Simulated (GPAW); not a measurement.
Runs of GPAW 26.7.0 on PbS (Galena). The structure is cubic, space group Fm-3m (No. 225). The conventional cell has a = 5.931 Å, b = 5.931 Å, c = 5.931 Å, α = 90.00°, β = 90.00°, γ = 90.00°. Around Pb (site symmetry m-3m) lie 6 S at 2.97 Å. Around S (site symmetry m-3m) lie 6 Pb at 2.97 Å. 

```csv
task,level,potentials or basis,cell,k mesh,cutoff (eV),smearing,kernel,response ecut,response k mesh,response bands,convergence,gap on the mesh (eV),pressure (GPa)
eps q,LDA,"the program's PAW data sets (release 1.2.1) made for this functional, pw",as given,6 × 6 × 6,400,fermi-dirac 0.001 eV,ALDA,60 eV,12 × 12 × 12,30,-,(a),-
single point,PBE,"GPAW PAW data sets (gpaw-data 1.2.1), pw",as given,8 × 8 × 8,600,fermi-dirac 0.05 eV,-,-,-,-,-,0.31,2.0
phonons,PBEsol,"PAW data sets generated in the run's folder for this functional, pw",relaxed,8 × 8 × 8,510,fermi-dirac 0.05 eV,-,-,-,-,tight_forces,(b),0.0
single point,LDA,"the program's PAW data sets (release 1.2.1) made for this functional, pw",volume scaled by 0.96,6 × 6 × 6,500,fermi-dirac 0.01 eV,-,-,-,-,-,0.03,-0.7
```

Alike in all rows: no spin polarisation.

Fill in the values left out.

(a) 0.19; (b) 0.12.

Caveats: spin-orbit coupling is left out, which as a rule narrows the gap of such compounds by several tenths of an eV; the cutoff is short for stress and forces, so pressures can be off by a GPa or more (some runs); the LO-TO splitting is left out (some runs).

A k mesh can miss the band edges, and the runs leave out spin-orbit coupling on Pb.
